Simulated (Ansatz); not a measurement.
Is this Mg2Zn3O5 structure stable?

The structure comes from a generated guess, relaxed at this level; another structure or a mixture of phases may lie lower.

These are results of DFT PBE, scalar-relativistic, plane waves, PAW in Ansatz 0.2.0, not measurements. Plane waves to 420 eV, a 12×12×12 mesh through Γ for the 10-atom cell and 0.02 eV Gaussian smearing; no spin polarisation.

```
CELL_PARAMETERS angstrom
1.52082 0.87804 12.40879
-1.52082 0.87804 12.40879
0.00000 -1.75609 12.40879
ATOMIC_POSITIONS crystal
Mg 0.19958 0.19958 0.19958
Mg 0.80042 0.80042 0.80042
Zn 0.00000 0.00000 0.00000
Zn 0.59916 0.59916 0.59916
Zn 0.40084 0.40084 0.40084
O 0.29956 0.29956 0.29956
O 0.89830 0.89830 0.89830
O 0.50000 0.50000 0.50000
O 0.10170 0.10170 0.10170
O 0.70044 0.70044 0.70044
```

Energies over the elements count from the elements' standard structures at the same level (O₂ as a molecule), with no fitted energy shifts.

Question: These tests were run: energy against the elements; random kick, then relaxation without symmetry; elastic tensor. What do they show?

Answer:

| test | result |
| --- | --- |
| energy against the elements | −1.837 eV/atom |
| random kick, then relaxation without symmetry | returns |
| elastic tensor | least eigenvalue 47 GPa |

It fails none of these tests. Other phases of the system weren't compared here, so this isn't yet thermodynamic stability. Phonons away from Γ weren't computed.

The kick test ran on a coarse mesh. The run for the elastic tensor used a 12×12×12 k mesh.
